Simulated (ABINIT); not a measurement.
Wanted: the native input for an ABINIT 10.8.3 (patched build) run.

| Item | Value |
| --- | --- |
| Task | single point |
| Functional | PBEsol |
| Potentials or basis | JTH PAW PBE v2.0 |
| Cutoff | 707 eV |
| k mesh | 11 × 11 × 11 |
| Occupations | fermi-dirac, width 0.05 eV |
| Spin | no spin polarisation |
| Fine-grid cutoff | 1306.15 eV |

The system is CuAu.

```
Au Cu
1.0
     1.44306    0.83315    4.25617
    -1.44306    0.83315    4.25617
     0.00000   -1.66630    4.25617
Au Cu
1 1
Direct
  0.99828 0.01213 0.98768
  0.50074 0.50143 0.49993
```

The cell comes from a database or a generator and needn't be the stable form of this composition.

The cell isn't the ideal one: atoms moved at random, drawn with an rms of 0.05 Å.

One way to write it, as run:

run.abi

```
# Pseudopotentials
pp_dirpath "./"
pseudos "Au.GGA_PBE-JTH.xml, Cu.GGA_PBE-JTH.xml"

# Structure
acell 3*1.0 Angstrom
rprim
     1.4430568479     0.8331492596     4.2561707609
    -1.4430568479     0.8331492596     4.2561707609
     0.0000000000    -1.6662985192     4.2561707609
ntypat 2
znucl 79 29
natom 2
typat 1 2
xred
    -0.0017160000     0.0121310000    -0.0123220000
     0.5007360000     0.5014260000     0.4999300000
chkprim 0
chksymtnons 0
tolsym 1.0e-6

# Plane-wave basis
ecut 26.0
pawecutdg 48.0
pawxcdev 0

# k points
kptopt 1
ngkpt 11 11 11
nshiftk 1
shiftk 0.0 0.0 0.0

# Exchange and correlation
ixc -116133

# Bands and occupations
nband 19
occopt 3
tsmear 0.05 eV

# SCF cycle
nstep 100
tolvrs 1.0e-9

# Output
iomode 3
prtwf 0
prteig 0
prtebands 0
enunit 1
prtden 1
prtvha 1
prtvclmb 1
prtpot 1
```

Potentials or basis: JTH PAW PBE v2.0.

Command:

```console
$ abinit run.abi > log 2>&1
```

It gave:

* Pressure: -7.7 GPa
* Largest force: 0.129 eV/Å
* Band gap on the k mesh: none (metal or under the smearing width)
* Valence electrons inside the program's atomic spheres: Au 9.51; Cu 17.30

Caveat: the PAW data sets were made with another functional, which shifts forces and pressure a little.

It took 32 min on 1 thread of Arm Neoverse V1, on a shared host, peak memory 0.66 GiB.
